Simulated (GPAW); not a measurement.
Ir:

```xyz
1
Lattice="0.0000 1.9156 1.9156 1.9156 0.0000 1.9156 1.9156 1.9156 0.0000" Properties=species:S:1:pos:R:3 pbc="T T T"
Ir    0.0000    0.0000    0.0000
```

- Program: GPAW 26.7.0
- Task: relaxation of cell and atoms
- Functional: LDA
- Potentials or basis: the program's PAW data sets (release 1.2.1) made for this functional
- Cutoff: 600 eV
- Basis: pw
- k mesh: 12 × 12 × 12
- Occupations: fermi-dirac, width 0.05 eV
- Spin: no spin polarisation

At the start: pressure -8.8 GPa; volume 14.06 Å³/atom.

Question: Where does the relaxation end?

Answer: Over 3 steps the energy falls by 8.7 meV/atom and the volume is 13.74 Å³/atom (-2.2 %); space group Fm-3m (No. 225, to 0.05 Å).

Step by step:
```csv
step,energy change (eV),largest force (eV/Å),pressure (GPa),volume (Å³)
1,0.0000,0.0000,-8.83,14.06
2,-0.0068,0.0000,4.25,13.60
3,-0.0087,0.0000,-0.14,13.74
```

Final structure:
```yaml
crystal:
  lattice:
    - [0.00000, 1.90119, 1.90119]
    - [1.90119, 0.00000, 1.90119]
    - [1.90119, 1.90119, 0.00000]
  atoms:
    - { symbol: Ir, position: [0.00000, 0.00000, 0.00000] }
```

Caveat: later steps reuse the first step's grids.
